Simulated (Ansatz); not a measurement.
Base system: CsPbI₃ in the cubic perovskite structure (space group Pm-3m, No. 221).

```xyz
5
Lattice="6.3905 0.0000 0.0000 0.0000 6.3905 0.0000 0.0000 0.0000 6.3905" Properties=species:S:1:pos:R:3 pbc="T T T"
Cs     0.0000     0.0000     0.0000
Pb     3.1952     3.1952     3.1952
I      0.0000     3.1952     3.1952
I      3.1952     3.1952     0.0000
I      3.1952     0.0000     3.1952
```

Cartesian axes are those of the cell as printed.

Computed with DFT with PBE, PAW potentials and a 420 eV plane-wave cutoff in Ansatz (a first-principles code), no spin-orbit coupling.

Base values:

The band gap comes out as 1.48 eV and the pressure is 0.0 kbar.

One thing is altered: the cell is compressed by 2.73 % along z with no lateral relaxation; the atoms relax in the strained cell.

Task: What does the calculation give for the band gap after the change?

Result: The band gap falls by 0.15 eV (1.48 eV → 1.33 eV).

Task: Estimate the effect on the pressure.

Result: The pressure (mean of the normal stresses, compression positive) goes from zero to 4.7 kbar.

With I and Pb present, leaving out spin-orbit coupling can change the band edges. No phonon test of stability was made. Many cubic perovskites are stable only at high temperature; tilts and polar distortions were not tested. This is not the structure that CsPbI3 has at room temperature and ambient pressure.
